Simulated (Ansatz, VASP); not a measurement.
This is a calculation of Au for VASP 6.6.1.

INCAR

```
SYSTEM = Au
PREC = Accurate
ENCUT = 520
EDIFF = 1E-6
ISMEAR = 0
SIGMA = 0.017
LREAL = .False.
LASPH = .True.
NELM = 100
ALGO = Fast
ISIF = 2
LWAVE = .False.
LCHARG = .True.
GGA = PE
LELF = .True.
LVHAR = .True.
NBANDS = 12
```

Contents of KPOINTS:

```
regular mesh
0
Gamma
  11 11 11
  0 0 0
```

POSCAR

```
Au
1.0
    0.0000000000      2.0350000000      2.0350000000
    2.0350000000      0.0000000000      2.0350000000
    2.0350000000      2.0350000000      0.0000000000
Au
1
Direct
    0.0000000000      0.0000000000      0.0000000000
```

Potentials or basis: VASP PAW PBE potentials, release 64 (Au).

Run with:

```bash
$ cat potpaw_PBE.64/Au/POTCAR > POTCAR
$ mpirun -np 1 vasp_std > vasp.out
```

**Question.** Translate it to Ansatz 0.2.0. Potentials there: all-electron LAPW, scalar-relativistic.

**Answer.** As run (the cutoff follows the program's own potentials):

input.yaml

```yaml
crystal:
  lattice:
    - [0.0, 2.035, 2.035]
    - [2.035, 0.0, 2.035]
    - [2.035, 2.035, 0.0]
  atoms:
    - { symbol: Au, position: [0.0, 0.0, 0.0] }
kpoints:
  mp_grid: { grid: [11, 11, 11] }
scf:
  occupations: { method: gaussian, width: 0.017 }
hamiltonian:
  xc: pbe
  pseudopotentials: { kind: all_electron, lapw: { basis_error: 0.001 } }
output:
  forces: true
  stress: true
  eigenvalues: true
```

Potentials or basis: all-electron LAPW, scalar-relativistic.

The run is started by

```console
$ ansatz run input.yaml --threads 1 --pin off --max-ram 3072MiB --backend cpu --events-out ev --progress --plain --runs-dir out
```

Both were run:

|  | VASP | Ansatz | Ansatz less VASP |
| --- | --- | --- | --- |
| gap on the k mesh at the Fermi level (eV) | none | none | - |
| pressure (GPa) | 10.6 | 10.8 | +0.26 |

A gap of «none» marks a metal or a gap that the smearing closes. Ansatz ran all-electron here, so the differences hold the error of VASP's frozen core and of both bases.

Spin-orbit coupling is left out, which matters for the levels of Au.
